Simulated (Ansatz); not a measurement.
A run on SiC

```yaml
crystal:
  lattice:
    - [3.079, 0.0, 0.0]
    - [-1.5395, 2.6664922183, 0.0]
    - [0.0, 0.0, 20.146]
  atoms:
    - { symbol: Si, position: [0.3333333333, 0.6666666667, 0.2501057633] }
    - { symbol: Si, position: [0.6666666667, 0.3333333333, 0.7501057633] }
    - { symbol: Si, position: [0.3333333333, 0.6666666667, 0.6250022525] }
    - { symbol: Si, position: [0.6666666667, 0.3333333333, 0.1250022525] }
    - { symbol: Si, position: [0.0, 0.0, 9.78166e-05] }
    - { symbol: Si, position: [0.0, 0.0, 0.5000978166] }
    - { symbol: Si, position: [0.3333333333, 0.6666666667, 0.87517559] }
    - { symbol: Si, position: [0.6666666667, 0.3333333333, 0.37517559] }
    - { symbol: C, position: [0.3333333333, 0.6666666667, 0.9689114651] }
    - { symbol: C, position: [0.6666666667, 0.3333333333, 0.4689114651] }
    - { symbol: C, position: [0.0, 0.0, 0.0938682979] }
    - { symbol: C, position: [0.0, 0.0, 0.5938682979] }
    - { symbol: C, position: [0.3333333333, 0.6666666667, 0.3441204749] }
    - { symbol: C, position: [0.6666666667, 0.3333333333, 0.8441204749] }
    - { symbol: C, position: [0.3333333333, 0.6666666667, 0.7187183397] }
    - { symbol: C, position: [0.6666666667, 0.3333333333, 0.2187183397] }
kpoints:
  mp_grid: { grid: [10, 10, 2] }
scf:
  occupations: { method: fermi_dirac, width: 0.02 }
  n_extra_bands: 16
hamiltonian:
  xc: pbe
  pseudopotentials: { kind: nc, accuracy: standard }
output:
  forces: true
  stress: true
  populations: true
  efg: { contact_densities: true }
```

```sh
ansatz run input.yaml --threads 1 --pin off --max-ram 2560MiB --backend cpu --events-out ev --progress --plain --runs-dir out
```

**Question.** Does this calculation finish, and if not, why?

**Answer.** The input was rejected before any iteration. The program says:

```
Error: output.efg without hamiltonian.pseudopotentials.kind: paw|paw_fr|all_electron or hamiltonian.pseudopotentials.kind: all_electron — the all-electron EFG reconstruction needs the PAW one-centre densities; drop the efg request, or set kind: paw (paw_fr under spin-orbit coupling) (under a functional that reads the kinetic-energy density, kind: paw is refused in some combinations and carries risks of its own in the rest: see hamiltonian.xc for the refusals and hamiltonian.pseudopotentials.kind for the risks, both in the input reference; kind: paw is refused beside gw.static_remainder)
```

Against a sound input the change was `hamiltonian.pseudopotentials`: {kind: paw} → {kind: nc, accuracy: standard}; `scf.n_extra_bands`: not typed → 16. The message points to `hamiltonian.pseudopotentials`.

With the sound settings the run converges and gives V_zz (10²¹ V/m²) Si1 -0.092 (η 0.00), Si3 0.17 (η 0.00), Si5 0.13 (η 0.00), Si7 0.22 (η 0.00), C9 0.020 (η 0.00), C11 0.018 (η 0.00), among others; a site carries the number of its first atom in the input. These hold for the positions as typed, which a relaxation reached.
